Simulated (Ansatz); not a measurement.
# Structure relaxation of Os

Theory: DFT PBE, scalar-relativistic, plane waves, PAW (Ansatz). Cutoff 420 eV, Γ-centred k mesh, Gaussian smearing, no spin polarisation in the final step.

This is the end of a relaxation of cell and atoms.

```yaml
crystal:
  lattice:
    - [4.22104, 0.00000, 0.00000]
    - [-2.11052, 3.65552, 0.00000]
    - [0.00000, 0.00000, 4.87801]
  atoms:
    - { symbol: Os, position: [0.00000, 0.00000, 0.25000] }
    - { symbol: Os, position: [0.00000, 0.00000, 0.75000] }
    - { symbol: Os, position: [0.33333, 0.66667, 0.75000] }
    - { symbol: Os, position: [0.66667, 0.33333, 0.25000] }
```

Energies count from the standard state of Os at the same level.

(1) What space group does it have?

(2) How far above the standard state of Os does it lie?

(3) Is it a metal?

Answers

(1) P6_3/mmc (No. 194). Conventional cell: a = 4.221 Å, c = 4.878 Å. Os on Wyckoff site b (2 atoms of the primitive cell) is coordinated by 5 Os at 2.44 Å; Os on Wyckoff site d (2 atoms of the primitive cell) is coordinated by 3 Os at 2.44 Å.

(2) 1.78 eV/atom.

(3) Yes, bands cross the Fermi level on the 12×12×10 mesh.

The final run used a 12×12×10 mesh on its 4-atom cell and 0.10 eV smearing. For metals, differences of a few meV/atom aren't resolved. Spin–orbit coupling is left out. The cell came from a trial start, so Os may not exist in this structure.